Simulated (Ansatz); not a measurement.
Run on Ba (hcp type): DFT, PBE, PAW with Ansatz's default frozen-core files, scalar-relativistic (Ansatz 0.2.0). This run: hcp relaxed under pressure.

The start is a guessed cell of a prototype that needn't be stable.

Command: `ansatz run input.yaml --threads 1 --pin off --max-ram 3584MiB --backend cpu --events-out ev --progress --plain --runs-dir out` It took 20 s on 1 thread of Arm Neoverse V2 (shared host), peak memory 0.36 GiB.

```yaml
crystal:
  lattice:
    - [3.5386343115, 0.0, 0.0]
    - [-1.7693171558, 3.0645472085, 0.0]
    - [0.0, 0.0, 5.7325875847]
  atoms:
    - { symbol: Ba, position: [0.3333333333, 0.6666666667, 0.25] }
    - { symbol: Ba, position: [0.6666666667, 0.3333333333, 0.75] }
kpoints:
  mp_grid: { grid: [13, 13, 7] }
scf:
  occupations: { method: fermi_dirac, width: 0.05 }
hamiltonian:
  xc: pbe
  pseudopotentials: { kind: paw }
output:
  forces: true
  stress: true
  eigenvalues: true
relax:
  f_tol: 0.005
  max_steps: 40
  cell: { p_target: 14.0, stress_tol: 0.03 }
```

Output:

```
Engine: ansatz 0.2.0
Pseudopotentials: kind: paw
Pseudopotential: Ba, paw, valence charge 10, recommended cutoff 420 eV (normal), Ba.paw.azcp
Functional definition: PBE
  parameter kappa = 0.804
  parameter beta = 0.06672455060314922
  exchange = pbe_x(kappa = kappa, mu = beta*pi^2/3)
  correlation = pbe_c(beta = beta)
Crystal: 2 atoms, lattice volume = 62.166 Å³
Basis set: ecut = 420 eV, 1225 PW (Γ), exchange–correlation on 48×48×80 points (8 copies of the dense FFT grid, shifted against one another)
Bands: 14, of which v1, the nominal top of the filled ones, is band 10 counted from 1 (9 counted from 0)
Symmetry: 24 space group operations
Space group: P63/mmc (ITA 194), of the structure as read, at distance tolerance 4.0e-5 Å
k-points: 84 of 1183
Non-local potential: Ba, projectors of the file, l = 0: 3, l = 1: 2, l = 2: 2, l = 3: 2
PAW form: soft (Blöchl's): semilocal exchange-correlation on the pseudo side does not see the compensation charge
PAW one-centre angular grid: Ba, 194 points (default); XC on 64 Gauss nodes
Initial density: superposition of atomic densities (neutral atoms: chi_scale 0, normalization atom), corrected by the library's trained network
Initial wavefunctions: pseudopotential atomic-orbital guess
Functional: x = pbe(κ = 0.804, μ = 0.2195149727645171), c = pbe(β = 0.06672455060314922)
SCF iter   1: F=—  HF=-11897.296278 eV  |F-HF|=—  |Δ(HF+E_count)|=         —  Δρ=2.65e-3  dr2=3.09e-3  ethr=1.77e-3  ⟨swp⟩=8.1  Hψ=7700  notcnv=0
preconditioner: auto → Kerker (q_TF=auto, 2.258 Å⁻¹)  [metal: Δε(μ)=0.016 eV  Ē_g=11.978 eV  σ=0.050 eV  W_gap=0.08  n_scr=10 (ndim 8)  ℏωp=18.8 eV  f_vac=0.000  D(μ)=1.79/eV (n_scr^D=10)]
SCF iter   2: F=—  HF=-11897.296177 eV  |F-HF|=—  |Δ(HF+E_count)|=   1.02e-4  Δρ=1.65e-3  dr2=1.30e-3  ethr=1.54e-5  ⟨swp⟩=1.9  Hψ=2250  notcnv=0
SCF iter   3: F=—  HF=-11897.296529 eV  |F-HF|=—  |Δ(HF+E_count)|=   3.52e-4  Δρ=2.64e-4  dr2=3.79e-5  ethr=6.51e-6  ⟨swp⟩=2.8  Hψ=1993  notcnv=0
SCF iter   4: F=—  HF=-11897.296532 eV  |F-HF|=—  |Δ(HF+E_count)|=   3.23e-6  Δρ=1.13e-4  dr2=7.52e-6  ethr=1.89e-7  ⟨swp⟩=1.8  Hψ=1732  notcnv=0
iter 5 did not close the SCF: its close was put off for the readings that it lacked (scf_convergence_deferred on its scf_iter line)
SCF iter   5: F=-11897.296533 eV  HF=-11897.296533 eV  |F-HF|=3.97e-8  |Δ(HF+E_count)|=   1.37e-6  Δρ=1.40e-5  dr2=9.80e-8  ethr=3.76e-8  ⟨swp⟩=2.5  Hψ=1845  notcnv=0
SCF iter   6: F=-11897.296533 eV  HF=-11897.296533 eV  |F-HF|=6.33e-10  |Δ(HF+E_count)|=   5.17e-8  Δρ=2.72e-6  dr2=4.20e-9  ethr=4.90e-10  ⟨swp⟩=3.2  Hψ=4605  notcnv=0
SCF 1 converged in 6 iterations: F = -11897.296533 eV  dr2 = 4.20e-9
  greatest PAW one-centre occupation: 0.957 electrons in one spin orbital (limit 2), on the Ba atom at site 1 (counted from 0), in its partial waves of l = 0
relax step   1: F+E_penalty+E_count = -11897.29653335 eV  Δ(F+E_penalty+E_count) = +0.000e0 eV  max|allowed force component| = 2.197e-17 eV/Å  Δτ_max = 0.0000 Å  P = +13.533 GPa  Ω = 62.166 Å³  (6 SCF iters, dr2 threshold 1.00e-7 eV, accepted)
Crystal: 2 atoms, lattice volume = 61.404 Å³
Basis set: ecut = 420 eV, 1153 PW (Γ), exchange–correlation on 48×48×80 points (8 copies of the dense FFT grid, shifted against one another)
Initial density: handed on by an earlier stage of this run
Initial wavefunctions: those handed on with the density
iter 1 solved again at ethr=4.42e-6 eV; its pass at ethr=3.10e-3 eV (dr2=8.84e-4 eV) is discarded
SCF iter   1: F=—  HF=-11897.260020 eV  |F-HF|=—  |Δ(HF+E_count)|=         —  Δρ=1.14e-3  dr2=8.82e-4  ethr=4.42e-6  ⟨swp⟩=3.3  Hψ=10889  notcnv=0
preconditioner: auto → none  [metal: Δε(μ)=0.006 eV  Ē_g=12.002 eV  σ=0.050 eV  W_gap=0.03  n_scr=8 (ndim 8)  ℏωp=19.0 eV  f_vac=0.000  D(μ)=1.87/eV (n_scr^D=22)]
SCF iter   2: F=—  HF=-11897.259788 eV  |F-HF|=—  |Δ(HF+E_count)|=   2.32e-4  Δρ=4.30e-4  dr2=8.09e-5  ethr=4.41e-6  ⟨swp⟩=2.2  Hψ=2019  notcnv=0
SCF iter   3: F=—  HF=-11897.259796 eV  |F-HF|=—  |Δ(HF+E_count)|=   8.41e-6  Δρ=1.09e-4  dr2=3.13e-6  ethr=4.04e-7  ⟨swp⟩=2.2  Hψ=2038  notcnv=0
SCF iter   4: F=-11897.259799 eV  HF=-11897.259799 eV  |F-HF|=6.87e-9  |Δ(HF+E_count)|=   2.62e-6  Δρ=8.06e-6  dr2=3.29e-8  ethr=1.00e-9  ⟨swp⟩=8.0  Hψ=7666  notcnv=0
SCF 2 converged in 4 iterations: F = -11897.259799 eV  dr2 = 3.29e-8
relax step   2: F+E_penalty+E_count = -11897.25979875 eV  Δ(F+E_penalty+E_count) = +3.673e-2 eV  max|allowed force component| = 2.660e-17 eV/Å  Δτ_max = 0.0000 Å  P = +13.944 GPa  Ω = 61.404 Å³  energy of the carried Pulay correction = +1.205e-5 eV  (4 SCF iters, dr2 threshold 2.00e-7 eV, accepted)
Crystal: 2 atoms, lattice volume = 61.707 Å³
Basis set: ecut = 420 eV, 1181 PW (Γ), exchange–correlation on 48×48×80 points (8 copies of the dense FFT grid, shifted against one another)
iter 1 solved again at ethr=1.97e-6 eV; its pass at ethr=3.10e-3 eV (dr2=3.94e-4 eV) is discarded
SCF iter   1: F=—  HF=-11897.297471 eV  |F-HF|=—  |Δ(HF+E_count)|=         —  Δρ=1.02e-3  dr2=2.91e-4  ethr=1.97e-6  ⟨swp⟩=4.0  Hψ=12630  notcnv=0
preconditioner: auto → none  [metal: Δε(μ)=0.071 eV  Ē_g=12.023 eV  σ=0.050 eV  W_gap=0.34  n_scr=8 (ndim 8)  ℏωp=18.9 eV  f_vac=0.000  D(μ)=1.29/eV (n_scr^D=2)]
SCF iter   2: F=—  HF=-11897.297555 eV  |F-HF|=—  |Δ(HF+E_count)|=   8.38e-5  Δρ=4.94e-4  dr2=6.50e-5  ethr=1.45e-6  ⟨swp⟩=1.1  Hψ=1259  notcnv=0
SCF iter   3: F=—  HF=-11897.297596 eV  |F-HF|=—  |Δ(HF+E_count)|=   4.09e-5  Δρ=4.12e-5  dr2=6.99e-7  ethr=3.25e-7  ⟨swp⟩=2.4  Hψ=1966  notcnv=0
SCF iter   4: F=-11897.297596 eV  HF=-11897.297596 eV  |F-HF|=8.27e-8  |Δ(HF+E_count)|=   3.53e-7  Δρ=1.33e-5  dr2=1.18e-7  ethr=1.00e-9  ⟨swp⟩=9.0  Hψ=8630  notcnv=0
SCF 3 converged in 4 iterations: F = -11897.297596 eV  dr2 = 1.18e-7
  greatest PAW one-centre occupation: 0.956 electrons in one spin orbital (limit 2), on the Ba atom at site 1 (counted from 0), in its partial waves of l = 0
relax step   3: F+E_penalty+E_count = -11897.29759641 eV  Δ(F+E_penalty+E_count) = -3.780e-2 eV  max|allowed force component| = 2.776e-17 eV/Å  Δτ_max = 0.0000 Å  P = +13.645 GPa  Ω = 61.707 Å³  energy of the carried Pulay correction = +9.137e-6 eV  (4 SCF iters, dr2 threshold 2.00e-7 eV, accepted)
[... lines left out ...]
eigensolver tolerance schedule: the retry pair's looser diagonalisation over-reported the residual by 24929.26 of it (diagonalisation noise at an unbounded share of the residual, at the tolerance the schedule requests for it); recorded, not acted on — ethr = c·dr2/N_el stays at c = 1.0e-1
preconditioner: auto → none  [metal: Δε(μ)=0.012 eV  Ē_g=12.030 eV  σ=0.050 eV  W_gap=0.06  n_scr=8 (ndim 8)  ℏωp=19.0 eV  f_vac=0.000  D(μ)=1.39/eV (n_scr^D=8)]
SCF iter   2: F=—  HF=-11897.249200 eV  |F-HF|=—  |Δ(HF+E_count)|=   7.47e-6  Δρ=7.47e-6  dr2=5.36e-9  ethr=7.76e-11  ⟨swp⟩=3.1  Hψ=2902  notcnv=0
SCF iter   3: F=—  HF=-11897.249200 eV  |F-HF|=—  |Δ(HF+E_count)|=   3.26e-8  Δρ=1.99e-6  dr2=3.35e-9  ethr=2.68e-11  ⟨swp⟩=2.0  Hψ=2025  notcnv=0
SCF iter   4: F=—  HF=-11897.249200 eV  |F-HF|=—  |Δ(HF+E_count)|=   1.49e-9  Δρ=7.14e-7  dr2=3.57e-10  ethr=1.67e-11  ⟨swp⟩=2.6  Hψ=2025  notcnv=0
SCF iter   5: F=-11897.249200 eV  HF=-11897.249200 eV  |F-HF|=5.46e-12  |Δ(HF+E_count)|=  1.07e-10  Δρ=5.23e-8  dr2=1.73e-12  ethr=1.00e-12  ⟨swp⟩=4.5  Hψ=6127  notcnv=0
SCF 5 converged in 5 iterations: F = -11897.249200 eV  dr2 = 1.73e-12
relax step   5: F+E_penalty+E_count = -11897.24919956 eV  Δ(F+E_penalty+E_count) = -3.970e-6 eV  max|allowed force component| = 2.313e-17 eV/Å  Δτ_max = 0.0000 Å  P = +14.023 GPa  Ω = 61.143 Å³  stress off target by 2.76e-2 GPa  SCF on the basis re-selected at this cell (its energy is not comparable with the rows above)  (5 SCF iters)
basis re-selected at this cell: Δ(F+E_penalty+E_count) = -3.970e-6 eV, ΔP = +0.000 GPa vs the last step (what re-selecting the basis moved, of the pressure what is left beyond the Pulay correction that the steps carried, after the strain that the cell walked since its last selection, with what the two solves' SCF thresholds leave and, on support functions, any second-order correction that the steps lacked; it is no measure of the basis error at this ecutwfc). The dense FFT grid was sized anew with the basis: this SCF ran on 25×25×36 points, the steps before it on 24×24×40, so part of this shift can come from that change (see relax.cell in the input reference). This SCF's stress stands 2.76e-2 GPa from its target on what of the cell is left free (relax.cell.stress_tol is 3.00e-2 GPa) and its largest allowed force component is 2.31e-17 eV/Å (relax.f_tol is 5.00e-3 eV/Å): within both
SCF converged after 5 iterations
Free energy (F): -11897.249200 eV
Harris-Foulkes:  -11897.249200 eV  (|F-HF|=5.46e-12)
Internal energy: -11897.237061 eV  (E = F + TS)
E sigma→0 (E₀):  -11897.243130 eV
Entropy (-TS):   -0.012139 eV (-6.069 meV/atom)
Fermi energy:    13.768798 eV
--- Per-component energies (eV) ---
  E_band       = -4.168397
  E_kinetic    = 348.931823
  E_local      = -363.255503  (includes V_loc(G=0)·N_el)
  E_nonlocal   = 117.433304
  E_hartree    = 121.613587
  E_xc         = -340.508671
  E_vxc        = -277.946606  (∫ρ·V_xc dr)
  E_paw        = -10453.064235  (= ΣΔE_a)
  E_vpaw       = -72.558564  (= ΣTr[D̂ρ^β])
  E_aug_tail   = -0.000004  (compensation charges beyond the density's cutoff)
  E_ewald      = -1328.387362
  E_smearing   = -0.012139  (= −TS)
  E_closure    = 0.000000  (closes the sum)
  Σ components = -11897.249200   (vs F -11897.249200, Δ=0.00e0)
--- Forces (eV/Å), atoms counted from 1 ---
  atom   1  Ba     0.00000000     0.00000000     0.00000000
  atom   2  Ba     0.00000000    -0.00000000     0.00000000
  max |Σ_I F_I| component: 4.63e-18 eV/Å
--- Stress (GPa, compression-positive) ---
       14.021379       0.000000       0.000000
        0.000000      14.021379       0.000000
        0.000000       0.000000      14.027617
  P = ⅓ Tr σ = 14.0235 GPa (140.235 kbar)
--- Band table (eV; the first three rows and the last of 84) ---
  k-point 0: bands = ["-15.0497", "-14.1671", "-1.8407", "0.8614", "0.8614", "1.4974", "1.4974", "1.8627", "11.6978", "11.8587", "15.5394", "15.5394", "16.5178", "16.7769"]
  k-point 1: bands = ["-15.0111", "-14.2169", "-1.6860", "0.8912", "0.8912", "1.4641", "1.4641", "1.6256", "11.9506", "11.9700", "15.3892", "15.3892", "16.4241", "16.4850"]
  k-point 2: bands = ["-14.9004", "-14.3525", "-1.2441", "0.9756", "0.9756", "1.0117", "1.3719", "1.3719", "12.2827", "12.5277", "15.2347", "15.2347", "15.9667", "15.9667"]
  k-point 83: bands = ["-14.2717", "-14.2518", "-1.2694", "-1.2370", "-0.4459", "-0.1382", "1.2235", "1.2956", "13.4818", "13.5922", "14.0885", "14.5089", "16.0041", "16.2547"]
--- Relaxed structure (4 steps of the walk, 4 accepted, 1 SCFs on fresh bases) ---
  F+E_penalty+E_count = -11897.24919956 eV   max|allowed force component| = 2.313e-17 eV/Å   (the final SCF, on the basis selected at the relaxed cell)
  cell:  # Å, volume = 61.1433 Å³
    - [3.626905470342767, 2.9587555840927335e-11, 1.7203835062972545e-34]
    - [-1.8134527351970071, 3.14099227442679, 3.81388097418418e-35]
    - [2.787021280199475e-34, 2.322517733499562e-34, 5.367172891260865]
  atoms:
    - { symbol: Ba, position: [0.3333333333333334, 0.6666666666666669, 0.25000000000000006] }
    - { symbol: Ba, position: [0.6666666666666667, 0.3333333333333334, 0.7500000000000002] }
```

Next run (dhcp relaxed under pressure), as changes to the input before:

```diff
   lattice:
-    - [3.5386343115, 0.0, 0.0]
-    - [-1.7693171558, 3.0645472085, 0.0]
-    - [0.0, 0.0, 5.7325875847]
+    - [3.5350012142, 0.0, 0.0]
+    - [-1.7675006071, 3.0614008539, 0.0]
+    - [0.0, 0.0, 11.4887539462]
   atoms:
+    - { symbol: Ba, position: [0.0, 0.0, 0.0] }
+    - { symbol: Ba, position: [0.0, 0.0, 0.5] }
 kpoints:
-  mp_grid: { grid: [13, 13, 7] }
+  mp_grid: { grid: [10, 10, 3] }
 scf:
```

Command: `ansatz run input.yaml --threads 1 --pin off --max-ram 3584MiB --backend cpu --events-out ev --progress --plain --runs-dir out` It took 22 s on 1 thread of Arm Neoverse V2 (shared host), peak memory 0.38 GiB.

Results part of the output:

```
basis re-selected at this cell: Δ(F+E_penalty+E_count) = +3.393e-5 eV, ΔP = -0.000 GPa vs the last step (what re-selecting the basis moved, of the pressure what is left beyond the Pulay correction that the steps carried, after the strain that the cell walked since its last selection, with what the two solves' SCF thresholds leave and, on support functions, any second-order correction that the steps lacked; it is no measure of the basis error at this ecutwfc). This SCF's stress stands 4.63e-3 GPa from its target on what of the cell is left free (relax.cell.stress_tol is 3.00e-2 GPa) and its largest allowed force component is 3.24e-17 eV/Å (relax.f_tol is 5.00e-3 eV/Å): within both
SCF converged after 4 iterations
Free energy (F): -23794.321525 eV
Harris-Foulkes:  -23794.321525 eV  (|F-HF|=3.64e-12)
Internal energy: -23794.271067 eV  (E = F + TS)
E sigma→0 (E₀):  -23794.296296 eV
Entropy (-TS):   -0.050459 eV (-12.615 meV/atom)
Fermi energy:    13.671958 eV
--- Per-component energies (eV) ---
  E_band       = -4.228645
  E_kinetic    = 698.120289
  E_local      = -717.007809  (includes V_loc(G=0)·N_el)
  E_nonlocal   = 235.072090
  E_hartree    = 240.314522
  E_xc         = -680.970043
  E_vxc        = -555.890199  (∫ρ·V_xc dr)
  E_paw        = -20906.186600  (= ΣΔE_a)
  E_vpaw       = -145.152047  (= ΣTr[D̂ρ^β])
  E_aug_tail   = -0.000008  (compensation charges beyond the density's cutoff)
  E_ewald      = -2663.613508
  E_smearing   = -0.050459  (= −TS)
  E_closure    = -0.000000  (closes the sum)
  Σ components = -23794.321525   (vs F -23794.321525, Δ=0.00e0)
--- Forces (eV/Å), atoms counted from 1 ---
  atom   1  Ba    -0.00000000    -0.00000000     0.00000000
  atom   2  Ba    -0.00000000    -0.00000000     0.00000000
  atom   3  Ba     0.00000000    -0.00000000     0.00000000
  atom   4  Ba    -0.00000000     0.00000000    -0.00000000
  max |Σ_I F_I| component: 1.32e-31 eV/Å
--- Stress (GPa, compression-positive) ---
       14.003471      -0.000000      -0.000000
       -0.000000      14.003471       0.000000
       -0.000000       0.000000      13.995371
  P = ⅓ Tr σ = 14.0008 GPa (140.008 kbar)
--- Band table (eV; the first three rows and the last of 28) ---
  k-point 0: bands = ["-14.9347", "-14.6179", "-14.5884", "-14.2318", "-1.6477", "-0.1429", "-0.1093", "1.2473", "1.2473", "1.4550", "1.4550", "1.4797", "1.4797", "1.7015", "1.7015", "1.7765", "11.7823", "12.3021", "12.9266", "12.9646", "15.6634", "15.6634", "15.8055", "15.8055"]
  k-point 1: bands = ["-14.8923", "-14.7737", "-14.4227", "-14.2842", "-1.4562", "-0.9161", "0.7524", "1.2760", "1.2760", "1.3552", "1.3552", "1.4825", "1.5830", "1.5830", "1.6693", "1.6693", "12.1070", "12.4015", "12.6675", "12.7607", "15.4160", "15.7527", "15.7527", "15.7852"]
  k-point 2: bands = ["-14.8846", "-14.5791", "-14.5494", "-14.2073", "-1.5594", "-0.1722", "-0.1402", "0.9570", "1.1557", "1.2531", "1.2570", "1.3929", "1.4182", "1.4240", "1.6734", "1.7324", "12.1926", "12.6817", "13.3054", "13.3681", "14.7587", "15.1796", "15.3922", "15.4585"]
  k-point 27: bands = ["-14.1640", "-14.1475", "-14.0914", "-14.0762", "-1.0215", "-0.9459", "-0.9410", "-0.6894", "-0.4177", "-0.3511", "-0.0656", "0.0578", "0.5422", "0.8530", "0.9612", "1.0682", "12.6224", "12.6475", "13.7178", "14.2689", "14.3652", "14.6466", "14.7795", "15.0110"]
--- Relaxed structure (4 steps of the walk, 4 accepted, 1 SCFs on fresh bases) ---
  F+E_penalty+E_count = -23794.32152542 eV   max|allowed force component| = 3.238e-17 eV/Å   (the final SCF, on the basis selected at the relaxed cell)
  cell:  # Å, volume = 121.7948 Å³
    - [3.5249566085528774, 0.0, 0.0]
    - [-1.7624783042764387, 3.052701970244631, 0.0]
    - [0.0, 0.0, 11.31854068402752]
  atoms:
    - { symbol: Ba, position: [-3.59847112142383e-34, -1.5416247912273366e-34, -6.9848376413942796e-37] }
    - { symbol: Ba, position: [-3.4747303490040243e-34, -1.600602997905534e-34, 0.5] }
    - { symbol: Ba, position: [0.3333333333333333, 0.6666666666666667, 0.25] }
    - { symbol: Ba, position: [0.6666666666666667, 0.3333333333333333, 0.75] }
```

Next run (sc relaxed under pressure), as changes to the input before:

```diff
   lattice:
-    - [3.5350012142, 0.0, 0.0]
-    - [-1.7675006071, 3.0614008539, 0.0]
-    - [0.0, 0.0, 11.4887539462]
+    - [3.1635652418, 0.0, 0.0]
+    - [0.0, 3.1635652418, 0.0]
+    - [0.0, 0.0, 3.1635652418]
   atoms:
-    - { symbol: Ba, position: [0.0, 0.0, 0.5] }
-    - { symbol: Ba, position: [0.3333333333, 0.6666666667, 0.25] }
-    - { symbol: Ba, position: [0.6666666667, 0.3333333333, 0.75] }
 kpoints:
-  mp_grid: { grid: [10, 10, 3] }
+  mp_grid: { grid: [12, 12, 12] }
 scf:
```

Results part of the output:

```
basis re-selected at this cell: Δ(F+E_penalty+E_count) = +5.102e-6 eV, ΔP = +0.000 GPa vs the last step (what re-selecting the basis moved, of the pressure what is left beyond the Pulay correction that the steps carried, after the strain that the cell walked since its last selection, with what the two solves' SCF thresholds leave and, on support functions, any second-order correction that the steps lacked; it is no measure of the basis error at this ecutwfc). This SCF's stress stands 4.01e-3 GPa from its target on what of the cell is left free (relax.cell.stress_tol is 3.00e-2 GPa) and its largest allowed force component is 0.00e0 eV/Å (relax.f_tol is 5.00e-3 eV/Å): within both
SCF converged after 5 iterations
Free energy (F): -5948.423350 eV
Harris-Foulkes:  -5948.423350 eV  (|F-HF|=3.64e-12)
Internal energy: -5948.413648 eV  (E = F + TS)
E sigma→0 (E₀):  -5948.418499 eV
Entropy (-TS):   -0.009702 eV (-9.702 meV/atom)
Fermi energy:    13.269379 eV
--- Per-component energies (eV) ---
  E_band       = -9.289933
  E_kinetic    = 175.118661
  E_local      = -207.174150  (includes V_loc(G=0)·N_el)
  E_nonlocal   = 58.543198
  E_hartree    = 69.875993
  E_xc         = -170.488360
  E_vxc        = -139.269918  (∫ρ·V_xc dr)
  E_paw        = -5226.520732  (= ΣΔE_a)
  E_vpaw       = -36.259709  (= ΣTr[D̂ρ^β])
  E_aug_tail   = -0.000002  (compensation charges beyond the density's cutoff)
  E_ewald      = -647.768256
  E_smearing   = -0.009702  (= −TS)
  E_closure    = 0.000000  (closes the sum)
  Σ components = -5948.423350   (vs F -5948.423350, Δ=0.00e0)
--- Forces (eV/Å), atoms counted from 1 ---
  atom   1  Ba     0.00000000     0.00000000    -0.00000000
  max |Σ_I F_I| component: 2.57e-33 eV/Å
--- Stress (GPa, compression-positive) ---
       13.995985       0.000000      -0.000000
        0.000000      13.995985       0.000000
        0.000000       0.000000      13.995985
  P = ⅓ Tr σ = 13.9960 GPa (139.960 kbar)
--- Band table (eV; the first three rows and the last of 84) ---
  k-point 0: bands = ["-16.0155", "0.8416", "0.8416", "0.8416", "11.2103", "12.4064", "12.4064", "19.9763", "19.9763"]
  k-point 1: bands = ["-15.9798", "0.5121", "0.8694", "0.8694", "11.4245", "12.4657", "12.7993", "19.8611", "19.8809"]
  k-point 2: bands = ["-15.8801", "-0.2888", "0.9465", "0.9465", "11.8219", "12.6370", "13.9988", "19.3590", "19.3590"]
  k-point 83: bands = ["-14.3061", "-1.5623", "-1.5623", "-1.5623", "11.9906", "11.9906", "11.9906", "15.9618", "20.4921"]
--- Relaxed structure (3 steps of the walk, 3 accepted, 1 SCFs on fresh bases) ---
  F+E_penalty+E_count = -5948.42334980 eV   max|allowed force component| = 0.000e0 eV/Å   (the final SCF, on the basis selected at the relaxed cell)
  cell:  # Å, volume = 31.3632 Å³
    - [3.15360296198927, 5.938283995193977e-34, 0.0]
    - [3.3703774026776627e-34, 3.15360296198927, 0.0]
    - [0.0, 0.0, 3.15360296198927]
  atoms:
    - { symbol: Ba, position: [0.0, 0.0, 0.0] }
```

Spin–orbit coupling is left out, which matters for the heavy atoms.
